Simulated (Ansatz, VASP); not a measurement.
# W: VASP beside Ansatz

```
W
1.0
     2.85472    0.00000    0.00000
    -1.42736    2.47226    0.00000
     0.00000    0.00000   18.66174
W
3
Direct
  0.66667 0.33333 0.37510
  0.33333 0.66667 0.50096
  0.00000 0.00000 0.62681
```

Alike in both runs: functional PBE; k mesh 12 × 12 × 1; occupations gaussian, width 0.1 eV; no spin polarisation.

Ansatz relaxed the structure, and its values are those at the end. VASP's run is a single point on that final structure, the one shown.

```csv
,VASP,Ansatz
version,VASP 6.6.1,Ansatz 0.2.0
potentials or method,"VASP PAW PBE potentials, release 64 (W_sv)","scalar-relativistic, plane waves, PAW"
plane-wave cutoff (eV),520,420
valence electrons in the cell,42,42
```

Ansatz gave:

- gap on the k mesh at the Fermi level (eV): none
- rms of the force components (eV/Å): 0.001

Task: What did VASP give for the same quantities?

Result: gap on the k mesh at the Fermi level (eV): none; rms of the force components (eV/Å): 0.010.

A gap of «none» marks a metal or a gap that the smearing closes. The functional is the same, so the differences come from potentials, cutoffs and numerics.

Spin-orbit coupling is left out, which matters for the levels of W.
